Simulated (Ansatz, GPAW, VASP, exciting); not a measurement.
## One calculation of Bi, 4 ways

```
Bi
1.0
     2.26750    1.30914    3.93800
    -2.26750    1.30914    3.93800
     0.00000   -2.61828    3.93800
Bi
2
Direct
  0.76600 0.76600 0.76600
  0.23400 0.23400 0.23400
```

Alike in all runs: task single point; functional PBE; k mesh 7 × 7 × 7; occupations gaussian, width 0.1 eV; no spin polarisation; no spin-orbit coupling. Pressure is positive in compression and, in plane waves, holds the error of the finite cutoff.

```csv
program and potentials,plane-wave cutoff (eV),notes,pressure (GPa),largest force (eV/Å)
"exciting, all-electron LAPW+lo, shipped species files, valence relativity iora*",-,-,-,0.197
"GPAW, GPAW PAW data sets (gpaw-data 1.2.1)",600,-,2.01,0.193
"VASP, PBE PAW files Bi_d, 520 eV",520,-,2.04,0.205
"Ansatz, all-electron LAPW, scalar-relativistic",-,-,2.11,0.200
```

Force on atom 1 (Bi), eV/Å:

```
                                                         program and potentials      x      y       z
exciting, all-electron LAPW+lo, shipped species files, valence relativity iora*  0.000  0.000  -0.197
                                     GPAW, GPAW PAW data sets (gpaw-data 1.2.1)  0.000  0.000  -0.193
                                               VASP, PBE PAW files Bi_d, 520 eV  0.000  0.000  -0.205
                                 Ansatz, all-electron LAPW, scalar-relativistic  0.000  0.000  -0.200
```

The pressure spans 2.01 (GPAW, GPAW PAW data sets (gpaw-data 1.2.1)) to 2.11 GPa (Ansatz, all-electron LAPW, scalar-relativistic), with all-electron results at 2.11.

Differences between rows come from potentials, basis sets and numerical settings, since the functional is the same but for its coding. Runs on potential files found faulty are left out.
